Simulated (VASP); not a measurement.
Set up this calculation in VASP 6.6.1, as the native input.

```
Task                   : relaxation of cell and atoms
Functional             : LDA
Potentials or basis    : VASP PAW LDA potentials, release 64 (Hf_pv, S)
Cutoff                 : 400 eV
k mesh                 : 12 × 12 × 6
Occupations            : gaussian, width 0.02 eV
Spin                   : no spin polarisation
Target pressure        : 8 GPa
Pressure (GPa)         : 8
Further INCAR settings : ALGO = Normal; EDIFF = 1e-07; IBRION = 2; EDIFFG = -0.003; NSW = 60; ISIF = 3
Target pressure        : 8 GPa
```

The structure of HfS2 lies in POSCAR:

```
HfS2
1.0
    3.6396641800      0.0000000000      0.0000000000
   -1.8198320900      3.1520416411      0.0000000000
    0.0000000000      0.0000000000      6.0555624700
Hf S
1 2
Direct
    0.0000000000      0.0000000000      0.0000000000
    0.6666666700      0.3333333300      0.7639520500
    0.3333333300      0.6666666700      0.2360479500
```

The cell is a database's computed one.

These files were run (other wordings do the same):

INCAR

```
PREC = Accurate
ENCUT = 400
EDIFF = 1E-7
ISMEAR = 0
SIGMA = 0.02
LREAL = F
LASPH = T
NELM = 100
ALGO = Normal
ISIF = 3
LWAVE = F
LCHARG = F
IBRION = 2
NSW = 60
EDIFFG = -0.003
PSTRESS = 80
```

KPOINTS

```
Automatic mesh
0
Gamma
  12 12 6
```

Potentials or basis: VASP PAW LDA potentials, release 64 (Hf_pv, S).

Launch:

```console
$ cat potpaw_LDA.64/Hf_pv/POTCAR potpaw_LDA.64/S/POTCAR > POTCAR
$ mpirun -np 1 vasp_std > vasp.out
```

Results of the run:

```json
{
  "Relaxed volume": "18.16 Å³/atom",
  "Relaxed cell": "a = 3.446 Å, b = 3.446 Å, c = 5.297 Å, α = 90.00°, β = 90.00°, γ = 120.00°",
  "Space group after relaxing (to 0.05 Å)": "P-3m1 (No. 164)",
  "Energy change on relaxing (the enthalpy is what falls)": "+27.9 meV/atom",
  "Ionic steps": "18",
  "Pressure after relaxing": "8.0 GPa",
  "Band gap on the k mesh": "none (metal or under the smearing width)"
}
```

Caveat: the cell is relaxed towards a set pressure, so the enthalpy falls and the energy may rise; the volume moved by over 15 % at a fixed basis, so the end points are rough.

It took 3.6 min on 1 thread of Intel(R) Xeon(R) 6975P-C (Granite Rapids) (shared host), peak memory 0.19 GiB.
